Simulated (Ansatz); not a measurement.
Orbital-resolved density of states of RbCl

```xyz
2
Lattice="0.0000 3.2740 3.2740 3.2740 0.0000 3.2740 3.2740 3.2740 0.0000" Properties=species:S:1:pos:R:3 pbc="T T T"
Rb    0.0000    0.0000    0.0000
Cl    3.2740    3.2740    3.2740
```

Atom numbers follow the list: Rb1, Cl2.

The cell is COD entry 8103714, as deposited and not checked against the literature; nothing was relaxed. It differs from other determinations.

The calculation used Ansatz 0.2.0, DFT, PBE, all-electron LAPW, scalar-relativistic.

Settings: a Γ-centred 6×6×6 k mesh, Fermi–Dirac smearing of 0.03 eV, basis error target 0.5 meV/atom, no spin polarisation.

States per eV for one atom of each kind, in 0.4 eV bins named by their centres, from the valence-band top, projected on a minimal set of Löwdin-orthogonalised atomic shells; orbitals are real harmonics on the Cartesian axes, equal curves share a column, and empty bins are left out, as is all above 7.7 eV, near the top of the computed bands.

Rb1 4p:

```
# E all pz=px=py
-8.1 11.21 3.74
-7.7 3.49 1.16
-0.5 0.05 0.02
-0.1 0.13 0.04
6.7 0.01 0.00
7.1 0.01 0.00
7.5 0.01 0.00
```

Cl2 3p:

```
# E all pz=px=py
-8.1 0.15 0.05
-7.7 0.01 0.00
-0.9 0.20 0.07
-0.5 4.25 1.42
-0.1 9.89 3.30
5.9 0.01 0.00
6.3 0.02 0.01
6.7 0.03 0.01
7.1 0.04 0.01
7.5 0.07 0.02
```

Rb1 5s:

```
# E all
-8.1 0.01
-7.7 0.01
-0.9 0.02
-0.5 0.30
-0.1 0.01
5.5 0.05
5.9 0.13
6.3 0.20
6.7 0.35
7.1 0.40
7.5 0.70
```
